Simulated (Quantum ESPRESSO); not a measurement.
## C under changes of volume

One of the cells (23.218 Å³/atom); the others are scaled copies at fixed shape and fractional positions:

```
CELL_PARAMETERS angstrom
4.25517 0.00000 0.00000
0.00000 4.25517 0.00000
0.00000 0.00000 1.28229
ATOMIC_POSITIONS crystal
C 0.50000 0.50000 0.50000
```

The cell was built by a generator and needn't be a form met in nature.

- Program: Quantum ESPRESSO 7.5
- Functional: PBE
- Potentials or basis: SSSP 1.3 efficiency PBE
- Cutoff: 748 eV
- Density cutoff: 5987 eV
- k mesh: 6 × 6 × 20
- Occupations: fermi-dirac, width 0.05 eV
- Spin: no spin polarisation

```tsv
volume (Å³/atom)	energy over the lowest point (meV/atom)	pressure (GPa)
21.825	?	?
22.289	12.43	4.3
22.753	3.14	2.1
23.218	0.00	0.1
23.682	2.42	-1.8
24.146	9.97	-3.5
24.611	22.20	-5.0
```

**Question.** What does the run at 21.825 Å³/atom give?

**Answer.** Energy over the lowest point 28.31 meV/atom; pressure 6.7 GPa.

Worked out: A Birch-Murnaghan fit of order 3 (a polynomial in V^(-2/3)) to the other rows has its minimum at 23.24 Å³/atom with B0 = V·E''(V) = 96 GPa and B' = 3.6 at fixed shape and positions, which overstates the stiffness. It gives 28.42 meV/atom at 21.825 Å³/atom, against the run's 28.31, and -dE/dV = 6.8 GPa, against 6.7.

Energies are extrapolated to zero smearing.
